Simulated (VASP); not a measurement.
Wanted: the native input for a VASP 6.6.1 run.

* Task: relaxation of cell and atoms
* Functional: PBE
* Potentials or basis: VASP PAW PBE potentials, release 64 (Mg, Sb)
* Cutoff: 600 eV
* k mesh: 9 × 9 × 5
* Occupations: gaussian, width 0.03 eV
* Spin: no spin polarisation
* Further INCAR settings: ALGO = Normal; EDIFF = 1e-06; IBRION = 2; EDIFFG = -0.01; NSW = 90; ISIF = 3

The structure of Mg3Sb2 lies in POSCAR:

```
Mg3Sb2
1.0
    4.5820000000      0.0000000000      0.0000000000
   -2.2910000000      3.9681284001      0.0000000000
    0.0000000000      0.0000000000      7.2440000000
Mg Sb
3 2
Direct
    0.3333333333      0.6666666667      0.6300000000
    0.6666666667      0.3333333333      0.3700000000
    0.0000000000      0.0000000000      0.0000000000
    0.3333333333      0.6666666667      0.2350000000
    0.6666666667      0.3333333333      0.7650000000
```

One way to write it, as run:

INCAR

```
ALGO = Normal
EDIFF = 1E-6
EDIFFG = -0.01
ENCUT = 600
GGA = PE
IBRION = 2
ISIF = 3
ISMEAR = 0
LASPH = T
LCHARG = F
LREAL = F
LWAVE = F
NELM = 80
NSW = 90
PREC = Accurate
SIGMA = 0.03
```

KPOINTS

```
k-points
0
Gamma
  9 9 5
```

Potentials or basis: VASP PAW PBE potentials, release 64 (Mg, Sb).

The run is started by

```console
$ cat potpaw_PBE.64/Mg/POTCAR potpaw_PBE.64/Sb/POTCAR > POTCAR
$ mpirun -np 1 vasp_std > vasp.out
```

It gave:

```
Relaxed volume                         : 26.61 Å³/atom
Relaxed cell                           : a = 4.596 Å, b = 4.596 Å, c = 7.274 Å, α = 90.00°, β = 90.00°, γ = 120.00°
Space group after relaxing (to 0.05 Å) : P-3m1 (No. 164)
Energy gained by relaxing              : 7.9 meV/atom
Ionic steps                            : 10
Pressure after relaxing                : 0.0 GPa
Largest force after relaxing           : 0.003 eV/Å
Band gap on the k mesh                 : 0.15 eV, indirect (least direct gap 1.01 eV)
```

Caveat: spin-orbit coupling is left out, which moves the levels of the heavy elements; an odd mesh through Γ misses points on the zone boundary, where band edges often lie.

Wall time 5.5 min on 1 thread of Intel(R) Xeon(R) 6975P-C (Granite Rapids), on a shared host, peak memory 0.38 GiB.
